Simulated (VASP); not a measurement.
A run of VASP 6.6.1:

The input INCAR:

```
SYSTEM = Si2W
ALGO = Normal
EDIFF = 1E-6
EDIFFG = -0.01
ENCUT = 600
GGA = PE
IBRION = 2
ISIF = 3
ISMEAR = 1
IVDW = 12
LASPH = .True.
LCHARG = .False.
LREAL = .False.
LWAVE = .False.
NELM = 80
NSW = 90
PREC = Accurate
SIGMA = 0.1
```

Contents of KPOINTS:

```
k-points
0
Gamma
  16 16 16
  0 0 0
```

POSCAR

```
Si2W
1.0
   -1.6069000000      1.6069000000      3.9149500000
    1.6069000000     -1.6069000000      3.9149500000
    1.6069000000      1.6069000000     -3.9149500000
Si W
2 1
Direct
    0.3347000000      0.3347000000      0.0000000000
    0.6653000000      0.6653000000      0.0000000000
    0.0000000000      0.0000000000      0.0000000000
```

Potentials or basis: VASP PAW PBE potentials, release 64 (Si, W_sv).

Launch:

```console
$ cat potpaw_PBE.64/Si/POTCAR potpaw_PBE.64/W_sv/POTCAR > POTCAR
$ mpirun -np 1 vasp_std > vasp.out
```

Hardware: 1 thread of Intel(R) Xeon(R) 6975P-C (Granite Rapids), on a shared host.

Estimate the wall time of this run.

It took 5.5 min on 1 thread of Intel(R) Xeon(R) 6975P-C (Granite Rapids) (shared host), peak memory 0.43 GiB. Counts: scf iterations 41, k points 349, ion steps 6.
